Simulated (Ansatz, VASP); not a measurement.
ZnSe: VASP beside Ansatz

```
Zn Se
1.0
     0.00000    2.69254    2.69254
     2.69254    0.00000    2.69254
     2.69254    2.69254    0.00000
Zn Se
1 1
Direct
  0.00000 0.00000 0.00000
  0.75000 0.75000 0.75000
```

Alike in both runs: functional PBEsol; k mesh 8 × 8 × 8; no spin polarisation.

Ansatz relaxed the structure, and its values are those at the end. VASP's run is a single point on that final structure, the one shown.

|  | VASP | Ansatz |
| --- | --- | --- |
| version | VASP 6.6.1 | Ansatz 0.2.0 |
| potentials or method | VASP PAW PBE potentials, release 64 (Zn, Se) | scalar-relativistic, plane waves, PAW |
| plane-wave cutoff (eV) | 520 | 420 |
| occupations | gaussian, width 0.01 eV | fixed |
| valence electrons in the cell | 18 | 28 |

|  | VASP | Ansatz | Ansatz less VASP |
| --- | --- | --- | --- |
| gap on the k mesh at the Fermi level (eV) | 1.82 | 1.80 | -0.013 |
| least direct gap on the mesh (eV) | 1.82 | 1.80 | -0.013 |
| pressure (GPa) | 12.5 | 12.0 | -0.46 |

The two sets of potentials don't hold the same shells in valence.

Caveats: the PAW data sets were made with another functional, which shifts forces and pressure a little (VASP). A hybrid or GW would open this gap; PBEsol tends to underestimate it.
